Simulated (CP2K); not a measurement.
BeTe under changes of volume

One of the cells (21.254 Å³/atom); the others are scaled copies at fixed shape and fractional positions:

```xyz
2
Lattice="3.9174 0.0000 0.0000 1.9587 3.3925 0.0000 1.9587 1.1308 3.1985" Properties=species:S:1:pos:R:3 pbc="T T T"
Te    5.8761    3.3925    2.3989
Be    0.0000    0.0000    0.0000
```

| Property | Result |
| --- | --- |
| Program | CP2K 2026.2 |
| Functional | LDA |
| Potentials or basis | GTH_POTENTIALS Te GTH-PADE-q6, Be GTH-PADE-q4; TZVP-MOLOPT-PBE-GTH basis |
| Density cutoff | 11565 eV |
| k mesh | 8 × 8 × 8 |
| Occupations | fermi-dirac, width 0.05 eV |
| Spin | no spin polarisation |

```tsv
volume (Å³/atom)	energy over the lowest point (meV/atom)	pressure (GPa)	gap on the mesh (eV)
19.979	33.37	6.4	2.40
20.404	18.70	4.7	2.45
20.829	8.53	3.0	2.49
21.254	2.42	1.6	2.54
21.679	0.00	0.3	2.58
22.104	?	?	?
22.529	4.88	-2.0	2.65
```

**Question.** What does the run at 22.104 Å³/atom give?

**Answer.** Energy over the lowest point 0.92 meV/atom; pressure -0.9 GPa; gap on the mesh 2.62 eV.

Worked out: A Birch-Murnaghan fit of order 3 (a polynomial in V^(-2/3)) to the other rows has its minimum at 21.77 Å³/atom with B0 = V·E''(V) = 63 GPa and B' = 4.0. It gives 0.92 meV/atom at 22.104 Å³/atom, against the run's 0.92, and -dE/dV = -0.9 GPa, against -0.9. A straight line through the other rows of the gap, of slope 2.09 eV per unit of ln V, gives 2.62 eV, against the run's 2.62.

Energies are extrapolated to zero smearing.

Caveats: spin-orbit coupling is left out, which moves the levels of the heavy elements; the basis of atomic orbitals isn't converged, which shifts pressures, moduli and gaps.

A mesh can miss the band edges.
